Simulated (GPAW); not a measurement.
# KCl (Sylvite) (Fm-3m) in GPAW: single point with PBE

Aim: the single point of KCl (Sylvite) with PBE.

Everything below comes from runs of GPAW 26.7.0. Logs are shortened: lines on timing, memory, paths and dates and some standing lists are left out, and cuts for length are marked. The log counts tension as positive stress, the text compression.

**What was measured.**

A printed reference work, monograph reports, for a bulk crystal of KCl: band gap 8.68 eV.

How close the calculation comes is told below.

## (1) The structure

The structure is cubic, space group Fm-3m (No. 225). The conventional cell has a = 6.293 Å, b = 6.293 Å, c = 6.293 Å, α = 90.00°, β = 90.00°, γ = 90.00°. K (site symmetry m-3m) is surrounded by 6 Cl at 3.15 Å. Cl (site symmetry m-3m) has 6 K at 3.15 Å as nearest neighbours.

## (2) Single point, PBE

run.py reads:

```python
from ase import Atoms
from ase.dft.bandgap import bandgap
from ase.io import write
from ase.units import GPa
from gpaw import GPAW, PW

atoms = Atoms(['K', 'Cl'],
              cell=[[0.0, 3.14647, 3.14647],
                    [3.14647, 0.0, 3.14647],
                    [3.14647, 3.14647, 0.0]],
              scaled_positions=[[0.0, 0.0, 0.0],
                                [0.5, 0.5, 0.5]],
              pbc=True)

calc = GPAW(mode=PW(450),
            xc='PBE',
            kpts={'size': (6, 6, 6), 'gamma': True},
            occupations={'name': 'fermi-dirac', 'width': 0.05},
            nbands=16,
            maxiter=120,
            txt='gpaw.txt')
atoms.calc = calc
energy = atoms.get_potential_energy()
forces = atoms.get_forces()
stress = atoms.get_stress()
calc.write('gs.gpw')
write('result.traj', atoms)
print(f'Energy: {energy:.6f} eV')
print('Forces (eV/A):')
print(forces.round(4))
print('Stress (GPa):', (stress / GPa).round(3))
print('Fermi level:', round(calc.get_fermi_level(), 4), 'eV')
print(f'Gap: {bandgap(calc)[0]:.4f} eV, direct: {bandgap(calc, direct=True)[0]:.4f} eV')
```

Potentials or basis: GPAW PAW data sets (gpaw-data 1.2.1), pw.

Run with:

```bash
$ OMP_NUM_THREADS=1 python run.py
```

gpaw.txt:

```text
__  _  _
 | _ |_)|_||  |
 |__||  | ||/\| - 26.7.0

Input parameters:
  mode=PW(ecut=450.00000000000006),
  kpts=MonkhorstPack(size=(6, 6, 6), gamma=True),
  maxiter=120,
  nbands=16,
  occupations=Occupations(name='fermi-dirac', width=0.05),
  xc=XC(name='PBE')

Diagonalizing LCAO Hamiltonian
Converting LCAO to pw mode

                 Cl

       K

Atoms  # Å, Bohr magnetons
|   | symbol |        x |        y |        z |    initial magnetic moments |
|---|--------|----------|----------|----------|-----------------------------|
| 0 |      K | 0.000000 | 0.000000 | 0.000000 | ( 0.0000,  0.0000,  0.0000) |
| 1 |     Cl | 3.146470 | 3.146470 | 3.146470 | ( 0.0000,  0.0000,  0.0000) |

Unit cell  # Å
| periodic |        x |        y |        z |  lengths |    angles |
|----------|----------|----------|----------|----------|-----------|
|      yes | 0.000000 | 3.146470 | 3.146470 | 4.449781 | 60.000000 |
|      yes | 3.146470 | 0.000000 | 3.146470 | 4.449781 | 60.000000 |
|      yes | 3.146470 | 3.146470 | 0.000000 | 4.449781 | 60.000000 |

Number of symmetries: 48
Symmetry operations  # r_c * U_cc + t_c -> r_c
|    | kind |            matrix            |
|----|------|------------------------------|
|  0 |  σ   |  1, 0, 0,  1, 0,-1,  1,-1, 0 |
|  1 |  C2  |  1, 0, 0,  1,-1, 0,  1, 0,-1 |
|  2 |  E   |  1, 0, 0,  0, 1, 0,  0, 0, 1 |
|  3 |  σ   |  1, 0, 0,  0, 0, 1,  0, 1, 0 |
|  4 |  C4  |  1, 0,-1,  1, 0, 0,  1,-1, 0 |
|  5 |  S6  |  1, 0,-1,  1,-1, 0,  1, 0, 0 |
|  6 |  σ   |  1, 0,-1,  0, 1,-1,  0, 0,-1 |
|  7 |  C3  |  1, 0,-1,  0, 0,-1,  0, 1,-1 |
|  8 |  S6  |  1,-1, 0,  1, 0, 0,  1, 0,-1 |
|  9 |  C4  |  1,-1, 0,  1, 0,-1,  1, 0, 0 |
| 10 |  C3  |  1,-1, 0,  0,-1, 1,  0,-1, 0 |
| 11 |  σ   |  1,-1, 0,  0,-1, 0,  0,-1, 1 |
| 12 |  σ   |  0, 1, 0,  1, 0, 0,  0, 0, 1 |
| 13 |  C4  |  0, 1, 0,  0, 1,-1, -1, 1, 0 |
| 14 |  C3  |  0, 1, 0,  0, 0, 1,  1, 0, 0 |
| 15 |  S6  |  0, 1, 0, -1, 1, 0,  0, 1,-1 |
| 16 |  C2  |  0, 1,-1,  1, 0,-1,  0, 0,-1 |
| 17 |  σ   |  0, 1,-1,  0, 1, 0, -1, 1, 0 |
| 18 |  S4  |  0, 1,-1,  0, 0,-1,  1, 0,-1 |
| 19 |  C4  |  0, 1,-1, -1, 1, 0,  0, 1, 0 |
| 20 |  C3  |  0, 0, 1,  1, 0, 0,  0, 1, 0 |
| 21 |  σ   |  0, 0, 1,  0, 1, 0,  1, 0, 0 |
| 22 |  S6  |  0, 0, 1,  0,-1, 1, -1, 0, 1 |
| 23 |  C4  |  0, 0, 1, -1, 0, 1,  0,-1, 1 |
| 24 |  S4  |  0, 0,-1,  1, 0,-1,  0, 1,-1 |
| 25 |  C3  |  0, 0,-1,  0, 1,-1,  1, 0,-1 |
| 26 |  C2  |  0, 0,-1,  0,-1, 0, -1, 0, 0 |
| 27 |  S6  |  0, 0,-1, -1, 0, 0,  0,-1, 0 |
| 28 |  S4  |  0,-1, 1,  1,-1, 0,  0,-1, 0 |
| 29 |  C4  |  0,-1, 1,  0, 0, 1, -1, 0, 1 |
| 30 |  C2  |  0,-1, 1,  0,-1, 0,  1,-1, 0 |
| 31 |  σ   |  0,-1, 1, -1, 0, 1,  0, 0, 1 |
| 32 |  C3  |  0,-1, 0,  1,-1, 0,  0,-1, 1 |
| 33 |  S6  |  0,-1, 0,  0, 0,-1, -1, 0, 0 |
| 34 |  S4  |  0,-1, 0,  0,-1, 1,  1,-1, 0 |
| 35 |  C2  |  0,-1, 0, -1, 0, 0,  0, 0,-1 |
| 36 |  C2  | -1, 1, 0,  0, 1, 0,  0, 1,-1 |
| 37 |  S6  | -1, 1, 0,  0, 1,-1,  0, 1, 0 |
| 38 |  S4  | -1, 1, 0, -1, 0, 1, -1, 0, 0 |
| 39 |  C3  | -1, 1, 0, -1, 0, 0, -1, 0, 1 |
| 40 |  S6  | -1, 0, 1,  0, 0, 1,  0,-1, 1 |
| 41 |  C2  | -1, 0, 1,  0,-1, 1,  0, 0, 1 |
| 42 |  C3  | -1, 0, 1, -1, 1, 0, -1, 0, 0 |
| 43 |  S4  | -1, 0, 1, -1, 0, 0, -1, 1, 0 |
| 44 |  C2  | -1, 0, 0,  0, 0,-1,  0,-1, 0 |
| 45 |  i   | -1, 0, 0,  0,-1, 0,  0, 0,-1 |
| 46 |  σ   | -1, 0, 0, -1, 1, 0, -1, 0, 1 |
| 47 |  C2  | -1, 0, 0, -1, 0, 1, -1, 1, 0 |

BZ-sampling:
  Number of BZ points: 216
  Number of IBZ points: 16

  Monkhorst-Pack size: [6, 6, 6]
  Monkhorst-Pack shift: [0.08333333333333333, 0.08333333333333333, 0.08333333333333333]

K-points  # in reciprocal-cell coordinates
|     |                                coordinates |     weight |
|-----|--------------------------------------------|------------|
|   0 | (  0.00000000,   0.00000000,   0.00000000) | 0.00462963 |
|   1 | (  0.16666667,   0.16666667,   0.00000000) | 0.02777778 |
|   2 | (  0.16666667,   0.16666667,   0.16666667) | 0.03703704 |
|   3 | (  0.33333333,   0.16666667,   0.16666667) | 0.05555556 |
|   4 | (  0.33333333,   0.33333333,  -0.33333333) | 0.05555556 |
|   5 | (  0.33333333,   0.33333333,   0.00000000) | 0.02777778 |
|   6 | (  0.33333333,   0.33333333,   0.16666667) | 0.11111111 |
|   7 | (  0.33333333,   0.33333333,   0.33333333) | 0.03703704 |
|   8 | (  0.50000000,   0.33333333,  -0.33333333) | 0.11111111 |
|   9 | (  0.50000000,   0.33333333,  -0.16666667) | 0.05555556 |
| ... |                                            |            |
|  15 | (  0.50000000,   0.50000000,   0.50000000) | 0.01851852 |

Plane wave coefficients: 1363
Cutoff: 450.00000000000006 eV

Spin-components: 1 (collinear spins)
Bands:           16
Projectors:      10
Spin-degeneracy: 2
Datatype:        complex128

Parallelization:
  kpt:    1
  domain: 1
  band:   1

Density:
  Valence electrons: 16.0
  Components: 1
  Grid points: [24 24 24]
  Charge: 0.0  # |e|

Potential:
  Grid points: [24 24 24]

species:
  K:
    name:    Potassium
    Z:       19.0
    valence: 9
    core:    10
    charge:  0.0  # [|e|]
    compensation charges:
      type: gauss
      rc: 0.35  # [Å]
      lmax: 2
    cutoffs:
      filter: 1.91  # [Å]
      core: 1.27  # [Å]
    projectors
    | kind |    occ | energy [eV] | rcut [Å] |
    |------|--------|-------------|----------|
    |   3s |  2.000 |     -35.338 |    1.122 |
    |   4s |  1.000 |      -2.319 |    1.122 |
    |   3p |  6.000 |     -18.813 |    1.106 |
    |    p |        |       8.398 |    1.106 |
    |    d |        |       0.000 |    0.937 |

    Using partial waves for K as LCAO basis

  Cl:
    name:    Chlorine
    Z:       17.0
    valence: 7
    core:    10
    charge:  0.0  # [|e|]
    compensation charges:
      type: gauss
      rc: 0.25  # [Å]
      lmax: 2
    cutoffs:
      filter: 1.40  # [Å]
      core: 1.49  # [Å]
    projectors
    | kind |    occ | energy [eV] | rcut [Å] |
    |------|--------|-------------|----------|
    |   3s |  2.000 |     -20.689 |    0.794 |
    |   3p |  5.000 |      -8.594 |    0.794 |
    |    s |        |       6.523 |    0.794 |
    |    p |        |      18.617 |    0.794 |
    |    d |        |       0.000 |    0.794 |

    Using partial waves for Cl as LCAO basis

Reference energy: -28937.202614  # eV

eigensolver:
  PPCG
  Converge bands: occupied
  niter=2

density mixing:
  MSR1-Mixer
  Pratt-step length: 0.05
  Maximum mixing coefficient: 0.75
  Old densities: 10
  SVD Regularization: 0.005
  Good broyden scale: 1.0
  Trust region scale: 1.0
  Backstep threshold: 4.0
  History deletion threshold: 6.0
  Fourier metric: weight=20.0, sigma=0.015

occupation numbers:
  Fermi-Dirac:
    width: 0.0500  # eV

poisson solver:
  ecut: 3600.0000000000005  # eV

xc functional:
  name: PBE with 2 nearest neighbor stencil

convergence criteria:
- Maximum [total energy] change in last 3 cyles: 0.0005 eV / valence electron
- Maximum integral of absolute [dens]ity change: 0.0001 electrons / valence electron
- Maximum integral of absolute [eigenst]ate change: 4e-08 eV^2 / valence electron
maximum number of iterations: 120

SCF iterations
|iter     | |      energy | eigst |  dens |
|---------|-|-------------|-------|-------|
|iter:   1| |   -7.120828 | -0.38 |       |
|iter:   2| |   -7.081568 | -2.48 | -1.28 |
|iter:   3| |   -6.927424 | -1.85 | -1.32 |
|iter:   4| |   -6.932628 | -3.22 | -1.71 |
|iter:   5| |   -6.935296c| -4.08 | -2.09 |
|iter:   6| |   -6.935449c| -5.39 | -2.86 |
|iter:   7| |   -6.935465c| -6.43 | -3.49 |
|iter:   8| |   -6.935466c| -7.41c| -4.14c|

Converged in 8 steps
Energy contributions relative to reference atoms: (reference = -28937.202614)

Energy contributions:
  Kinetic:           3.973767
  Coulomb:          -3.234799
  Zero:             -0.645916
  External:          0.000000
  Xc:               -7.028517
  Entropy:          -0.000000
  Spinorbit:         0.000000
  ----------------------------
  Free energy:      -6.935466
  Extrapolated:     -6.935466

dipole moment: (-22.928573, -22.928573, -22.928573)  # |e|*Ang

Fermi level: 1.678
Eigenvalues  # (at kpt = [0.000, 0.000, 0.000])
| band index |      eig [eV] | occ [0-2] |
|------------|---------------|-----------|
|          0 |       -27.499 |     2.000 |
|          1 |       -12.441 |     2.000 |
|          2 |       -10.991 |     2.000 |
|          3 |       -10.991 |     2.000 |
|          4 |       -10.991 |     2.000 |
|          5 |        -0.329 |     2.000 |
|          6 |        -0.329 |     2.000 |
|          7 |        -0.329 |     2.000 |
|          8 |         4.865 |     0.000 |
|          9 |         8.030 |     0.000 |
|         10 |         8.030 |     0.000 |
|         11 |         8.030 |     0.000 |
|         12 |         8.879 |     0.000 |
|         13 |         8.879 |     0.000 |
|         14 |        12.645 |     0.000 |
|         15 |        15.628 |     0.000 |

Gap: 5.194 eV
Transition (v -> c):
  (s=0, k=0, n=7, [0.00, 0.00, 0.00]) -> (s=0, k=0, n=8, [0.00, 0.00, 0.00])
No difference between direct/indirect transitions

Forces  # eV/Ang
|        x |        y |        z |
|----------|----------|----------|
|  0.00000 |  0.00000 | -0.00000 |  # K    0
| -0.00000 | -0.00000 | -0.00000 |  # Cl   1

Stress tensor  # eV/Ang^3
|         x |         y |         z |
|-----------|-----------|-----------|
| -0.001836 | -0.000000 | -0.000000 |
| -0.000000 | -0.001836 | -0.000000 |
| -0.000000 | -0.000000 | -0.001836 |

# Writing to gs.gpw (mode='')
```

Run time: 6.6 s. Hardware: 1 thread of Arm Neoverse V2, shared host; peak memory 0.15 GiB.

What came out:

| Quantity | Value |
| --- | --- |
| Free energy | -6.9355 eV |
| Pressure | 0.3 GPa |
| Band gap on the k mesh | 5.19 eV, direct |

Caveat: the cutoff is short for stress and forces, so pressures can be off by a GPa or more.

## (3) Against experiment

Step 2. Against the measured gap of KCl, 8.68 eV (a printed reference work, monograph), the calculated 5.19 eV is off by -3.49 eV. The value is that of PBE, without temperature or zero-point motion. Semilocal functionals fall short of measured gaps as a rule.
